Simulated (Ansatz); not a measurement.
**Yttrium, bcc: HSE06 at the PBE geometry**

Aim: see what exact exchange does to the levels, and what it costs. Spin polarisation is left out. The geometry was relaxed under PBE beforehand and is kept. Exact exchange is dear, so the k-mesh is coarse, and PBE is run on the same mesh for comparison.

Computed with Ansatz 0.2.0 (DFT, plane waves (420 eV) with PBE-made PAW files, scalar-relativistic; functionals as named at each step, unless a step says otherwise).

### Step 1. The system as given

Symmetry: Im-3m, No. 229, cubic system. Conventional cell: a = 4.046 Å, b = 4.046 Å, c = 4.046 Å, α = 90.00°, β = 90.00°, γ = 90.00°. Y (site symmetry m-3m) has 8 Y at 3.50 Å as nearest neighbours.

As a file:

```cif
data_structure
_symmetry_space_group_name_H-M 'Im-3m'
_symmetry_Int_Tables_number 229
_cell_length_a 4.0455
_cell_length_b 4.0455
_cell_length_c 4.0455
_cell_angle_alpha 90.000
_cell_angle_beta 90.000
_cell_angle_gamma 90.000
_cell_volume 66.21
loop_
_atom_site_label
_atom_site_type_symbol
_atom_site_symmetry_multiplicity
_atom_site_Wyckoff_symbol
_atom_site_fract_x
_atom_site_fract_y
_atom_site_fract_z
_atom_site_occupancy
Y1 Y 2 a 0.00000 0.00000 0.00000 1
```

### Step 2. PBE, coarse mesh

The run with PBE.

Input file input.yaml:

```yaml
crystal:
  lattice:
    - [-2.0227532132, 2.0227532132, 2.0227532132]
    - [2.0227532132, -2.0227532132, 2.0227532132]
    - [2.0227532132, 2.0227532132, -2.0227532132]
  atoms:
    - { symbol: "Y", position: [0.0, 0.0, 0.0] }
hamiltonian:
  xc: pbe
  pseudopotentials:
    kind: paw
    azcp:
      "Y": "pseudopotentials/Y.paw.azcp"
basis:
  ecutwfc: 420
  fft_grid_basis: typed
kpoints:
  mp_grid: { grid: [6, 6, 6], shift: [0, 0, 0] }
magnetization:
  spin_polarized: false
scf:
  occupations: { method: fermi_dirac, width: 0.1 }
```

Started as:

```
> ansatz run input.yaml --threads 4 --pin off --max-ram 8192MiB --backend cpu --events-out ev --progress --plain --runs-dir out
```

### Step 3. HSE06 on the coarse mesh

The run with HSE06.

input.yaml: that of step 2 with these lines changed.

```diff
@@ -8,3 +8,3 @@
 hamiltonian:
-  xc: pbe
+  xc: hse06
   pseudopotentials:
```

(Steps that only read results are left out.)

**Question.** What will these runs give? Wanted: PBE: gap; HSE06: gap.

The runs gave:

| quantity | value |
| --- | --- |
| PBE: gap | none (levels filled in part) |
| HSE06: gap | none (levels filled in part) |
| HSE06: SCF cycles, exchange loops | 16, 2 |
| HSE06: CPU time over that of PBE | 21 |

Both PBE and HSE06 leave levels filled in part. The hybrid took 21 times as much CPU time as PBE on the same settings. The exchange operator of HSE06 was renewed in 2 outer loops. Absolute energies differ from functional to functional, by eV per atom at times, and say nothing by themselves.
